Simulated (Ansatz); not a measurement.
# KCl (Sylvite) (Fm-3m) in Ansatz: settings compared, part 2 of 2

Ansatz 0.2.0. Earlier steps stand in the parts before.

**4. Single point, PBE0**

The input, input.yaml:

```yaml
crystal:
  lattice:
    - [0.0, 3.14647, 3.14647]
    - [3.14647, 0.0, 3.14647]
    - [3.14647, 3.14647, 0.0]
  atoms:
    - { symbol: K, position: [0.0, 0.0, 0.0] }
    - { symbol: Cl, position: [0.5, 0.5, 0.5] }
kpoints:
  mp_grid: { grid: [6, 6, 6] }
scf:
  occupations: { method: fermi_dirac, width: 0.05 }
hamiltonian:
  xc: pbe0
  pseudopotentials: { kind: all_electron, datasets: crystal }
output:
  forces: true
  stress: true
```

Potentials or basis: all-electron PAW datasets made for the crystal.

Run with:

```
> ansatz run input.yaml --threads 2 --pin off --max-ram 8192MiB --backend cpu --events-out ev --progress --plain --runs-dir out
```

Output:

```text
Warning: RAYON_NUM_THREADS=2 ignored (pool sized by the plan → 2); use --threads N
hamiltonian.pseudopotentials.datasets: crystal makes datasets for this crystal and solves the spheres of its atoms anew in each pass: cutoff 250.0 eV, the density's 1000.0 eV;, for an error of 0.50 meV an atom under PBE, 1.0 meV for the cell; an energy difference from a run of another recipe may be off by several times the error for the cell, under r2SCAN by more, where some 0.1 meV an atom stays at smaller errors; Cl in spheres of 1.376 Å, 7 of its electrons in bands; K in spheres of 1.376 Å, 9 of its electrons in bands
Engine: ansatz 0.2.0, x86_64-unknown-linux-gnu
Pseudopotentials: kind: all_electron
Pseudopotential: K, paw, valence charge 9, recommended cutoff 250 eV (normal), crystal/all_electron/pbe/scalar/gaussian/K, Koelling and Harmon's equation, gaussian nucleus
Pseudopotential: Cl, paw, valence charge 7, recommended cutoff 250 eV (normal), crystal/all_electron/pbe/scalar/gaussian/Cl, Koelling and Harmon's equation, gaussian nucleus
Functional definition: PBE0
  parameter a = 0.25
  parameter kappa = 0.804
  parameter beta = 0.06672455060314922
  exchange = (1 - a)*pbe_x(kappa = kappa, mu = beta*pi^2/3) + a*exact_x
  correlation = pbe_c(beta = beta)
Crystal: 2 atoms, lattice volume = 62.302 Å³
Basis set: ecut = 250 eV, 537 PW (Γ), exchange–correlation on 48×48×48 points (8 copies of the dense FFT grid, shifted against one another)
Bands: 12, of which v1, the nominal top of the filled ones, is band 8 counted from 1 (7 counted from 0)
Symmetry: 48 space group operations
Space group: Fm-3m (ITA 225), of the structure as read, at distance tolerance 4.0e-5 Å
k-points: 16 of 216
Non-local potential: K, projectors of the file, l = 0: 2, l = 1: 2, l = 2: 2
Non-local potential: Cl, projectors of the file, l = 0: 1, l = 1: 1
PAW form: soft (Blöchl's): semilocal exchange-correlation on the pseudo side does not see the compensation charge
PAW one-centre angular grid: K, 110 points (default); XC on its mesh's 1971 points in the sphere
PAW one-centre angular grid: Cl, 110 points (default); XC on its mesh's 1981 points in the sphere
Initial density: superposition of atomic densities (neutral atoms: chi_scale 0, normalization atom)
Initial wavefunctions: pseudopotential atomic-orbital guess
Functional: x = 0.75 pbe(κ = 0.804, μ = 0.2195149727645171) + 0.25 exact, c = pbe(β = 0.06672455060314922)
iter 1 solved again at ethr=6.90e-3 eV; its pass at ethr=1.00e-1 eV (dr2=1.10e0 eV) is discarded
SCF iter   1: F=—  HF=-28946.887895 eV  |F-HF|=—  |Δ(HF+E_count)|=         —  Δρ=2.67e-2  dr2=1.09e0  ethr=6.90e-3  ⟨swp⟩=4.2  Hψ=1086  notcnv=0
preconditioner: auto → none  [insulator: Δε(μ)=5.897 eV  Ē_g=15.560 eV  σ=0.050 eV  W_gap=1.00  n_scr=14 (ndim 8)  ℏωp=17.6 eV  f_vac=0.000  D(μ)=0.00/eV (n_scr^D=0)]
iter 2 solved again at ethr=4.15e-4 eV; its pass at ethr=6.79e-3 eV (dr2=6.64e-2 eV) is discarded
SCF iter   2: F=—  HF=-28946.574902 eV  |F-HF|=—  |Δ(HF+E_count)|=   3.13e-1  Δρ=1.18e-2  dr2=6.64e-2  ethr=4.15e-4  ⟨swp⟩=3.2  Hψ=980  notcnv=0  defer=7
SCF iter   3: F=—  HF=-28946.579842 eV  |F-HF|=—  |Δ(HF+E_count)|=   4.94e-3  Δρ=4.61e-3  dr2=1.30e-2  ethr=4.15e-4  ⟨swp⟩=2.8  Hψ=402  notcnv=0  defer=3
SCF iter   4: F=—  HF=-28946.587008 eV  |F-HF|=—  |Δ(HF+E_count)|=   7.17e-3  Δρ=1.18e-3  dr2=1.25e-3  ethr=8.13e-5  ⟨swp⟩=3.3  Hψ=431  notcnv=0  defer=3
SCF iter   5: F=—  HF=-28946.588474 eV  |F-HF|=—  |Δ(HF+E_count)|=   1.47e-3  Δρ=1.66e-4  dr2=1.75e-5  ethr=7.79e-6  ⟨swp⟩=3.1  Hψ=441  notcnv=0  defer=2
SCF iter   6: F=—  HF=-28948.568138 eV  |F-HF|=—  |Δ(HF+E_count)|=         —  Δρ=3.03e-3  dr2=3.14e-3  ethr=1.09e-7  ⟨swp⟩=6.5  Hψ=978  notcnv=0  defer=23
SCF iter   7: F=—  HF=-28948.565998 eV  |F-HF|=—  |Δ(HF+E_count)|=   2.14e-3  Δρ=8.50e-4  dr2=2.28e-4  ethr=1.09e-7  ⟨swp⟩=5.2  Hψ=763  notcnv=0  defer=8
SCF iter   8: F=—  HF=-28948.565338 eV  |F-HF|=—  |Δ(HF+E_count)|=   6.60e-4  Δρ=8.97e-5  dr2=2.92e-6  ethr=1.09e-7  ⟨swp⟩=4.0  Hψ=649  notcnv=0  defer=3
SCF iter   9: F=—  HF=-28948.565619 eV  |F-HF|=—  |Δ(HF+E_count)|=   2.81e-4  Δρ=1.09e-4  dr2=1.77e-6  ethr=1.82e-8  ⟨swp⟩=3.5  Hψ=596  notcnv=0  defer=3
SCF iter  10: F=—  HF=-28948.565637 eV  |F-HF|=—  |Δ(HF+E_count)|=   1.74e-5  Δρ=2.25e-5  dr2=8.00e-8  ethr=1.11e-8  ⟨swp⟩=3.5  Hψ=371  notcnv=0  defer=3
SCF iter  11: F=-28948.565637 eV  HF=-28948.565637 eV  |F-HF|=1.94e-9  |Δ(HF+E_count)|=   4.15e-7  Δρ=1.89e-6  dr2=7.91e-10  ethr=5.00e-10  ⟨swp⟩=3.4  Hψ=456  notcnv=0  defer=3
SCF 1 converged in 11 iterations: F = -28948.565637 eV  dr2 = 7.91e-10
  Residual-converged pass: ⟨swp⟩=2.9  Hψ=358  notcnv=0  max |occ|·‖R‖ = 5.3e-6 eV (tolerance 5.3e-6 eV)  dr2=1.06e-9  dr2_onsite=6.59e-9  max |Δocc| = 0.0e0
hybrid outer 1: dexx = +1.353e-11 eV
hybrid SCF converged: 1 outer / 11 inner (+0 warm-up), last move |dexx| = 1.35e-11 eV
Stability not checked: this state was not tested for a lower state beside it, because the functional holds exact exchange (a hybrid, or Hartree-Fock), whose exchange loop this test does not read (fock_operator; see scf.lower_state_search)
Free energy (F): -28948.565637 eV
Harris-Foulkes:  -28948.565637 eV  (|F-HF|=1.94e-9)
Internal energy: -28948.565637 eV  (E = F + TS)
E sigma→0 (E₀):  -28948.565637 eV
Past the cutoff: the bands carry plane waves up to 1.75 times it, of which those up to 1.5 times it add -0.000149 eV an atom, each by itself; the spheres take 0.000079 eV an atom off the energy for waves past 1.75 times it
Past the cutoffs: a stress includes 0.0004 GPa for waves and charges beyond them, in addition to the slope of what the spheres take
In the spheres:  the bands' charges fall short by 4.3e-6 e at most (sound up to 1e-3)
Fermi energy:    3.582474 eV
--- Per-component energies (eV) ---
  E_band       = -157.664034
  E_kinetic    = 219.463657
  E_local      = -614.425141  (includes V_loc(G=0)·N_el)
  E_nonlocal   = 23.418053
  E_hartree    = 301.868017
  E_xc         = -91.607918
  E_vxc        = -118.673719  (∫ρ·V_xc dr)
  E_exx        = -46.133527  (= α·E_x^exact, valence–valence)
  E_paw        = -29104.694357  (= ΣΔE_a)
  E_vpaw       = -1381.482975  (= ΣTr[D̂ρ^β])
  E_ewald      = -839.020646
  E_smearing   = -0.000000  (= −TS)
  E_closure    = 1202.566225  (closes the sum)
  Σ components = -28948.565637   (vs F -28948.565637, Δ=0.00e0)
  The terms above E_closure are by the made datasets' own strengths, without shells solved beside the bands.
--- Forces (eV/Å), atoms counted from 1 ---
  atom   1  K     -0.00000000     0.00000000    -0.00000000
  atom   2  Cl    -0.00000000     0.00000000     0.00000000
  max |Σ_I F_I| component: 3.01e-17 eV/Å
--- Stress (GPa, compression-positive) ---
        0.415511      -0.000000       0.000000
       -0.000000       0.415511      -0.000000
       -0.000000       0.000000       0.415511
  P = ⅓ Tr σ = 0.4155 GPa (4.155 kbar)
--- Band table (eV; the first three rows and the last of 16) ---
  k-point 0: bands = ["-29.3658", "-13.3889", "-11.4612", "-11.4612", "-11.4612", "-0.0941", "-0.0941", "-0.0941", "7.1429", "10.5901"]
  k-point 1: bands = ["-29.3630", "-13.4301", "-11.4630", "-11.4630", "-11.4028", "-0.4191", "-0.1847", "-0.1847", "7.7954", "10.3598"]
  k-point 2: bands = ["-29.3574", "-13.5064", "-11.4666", "-11.4666", "-11.2915", "-0.9716", "-0.3574", "-0.3574", "9.0436", "10.3992"]
  k-point 15: bands = ["-29.3513", "-13.3426", "-11.5875", "-11.5423", "-11.4140", "-0.7141", "-0.5473", "-0.4827", "9.3109", "11.0440"]
```

Run time: 23 s. Hardware: 2 threads of Intel Xeon 6975P-C (Granite Rapids), shared host; peak memory 0.8 GiB.

Results:

* Free energy: -28948.5656 eV
* Pressure: 0.4 GPa
* Band gap on the k mesh: 7.24 eV, direct

Levels at points of the mesh, in eV from the valence-band top:
| k point | band 6 | band 7 | band 8 | band 9 | band 10 |
| --- | --- | --- | --- | --- | --- |
| (0.00, 0.00, 0.00) | 0.00 | 0.00 | 0.00 | 7.24 | 10.68 |
| (0.00, 0.00, -0.50) | -1.12 | -0.35 | -0.35 | 9.65 | 10.87 |
| (0.00, -0.50, -0.50) | -0.71 | -0.25 | -0.25 | 8.65 | 10.58 |

**5. For comparison**

An earlier run on the cell as given: functional PBEsol; potentials or basis all-electron LAPW, scalar-relativistic; cutoff 140 eV (chosen from the basis error); basis error allowed 0.001 eV/atom; k mesh 7 × 7 × 7; occupations fermi-dirac, width 0.05 eV; no spin polarisation.

* Pressure: -0.4 GPa
* Band gap on the k mesh: 5.03 eV, direct
* Loewdin charges: K +0.75; Cl -0.70 e

**6. Overview**

```tsv
level	potentials or basis	k mesh	cutoff (eV)	basis error allowed	gap on the mesh (eV)	pressure (GPa)
PBEsol	all-electron PAW datasets made for the crystal	6 × 6 × 6	220	-	5.03	-0.4
HSE06	all-electron PAW datasets made for the crystal	6 × 6 × 6	250	-	6.50	0.4
PBE0	all-electron PAW datasets made for the crystal	6 × 6 × 6	250	-	7.24	0.4
PBEsol	all-electron LAPW, scalar-relativistic	7 × 7 × 7	140	0.001 eV/atom	5.03	-0.4
```

Alike in all rows: task single point; no spin polarisation; cell as given; smearing fermi-dirac 0.05 eV.

Caveats: an odd mesh through Γ misses points on the zone boundary, where band edges often lie (some runs).

Compare energies only between runs with the same functional and basis.

**7. Comparison with measurements**

Step 2. Measured gap of KCl: 8.68 eV (a printed reference work, monograph). This calculation gives 5.03 eV (-3.65 eV). The value is that of PBEsol, without temperature or zero-point motion. Semilocal functionals fall short of measured gaps as a rule.

Step 3. A measured gap of KCl is 8.68 eV (a printed reference work, monograph); the calculated 6.50 eV misses it by -2.18 eV. The value is that of HSE06, without temperature or zero-point motion.

Step 4. A measured gap of KCl is 8.68 eV (a printed reference work, monograph); the calculated 7.24 eV misses it by -1.44 eV. The value is that of PBE0, without temperature or zero-point motion.
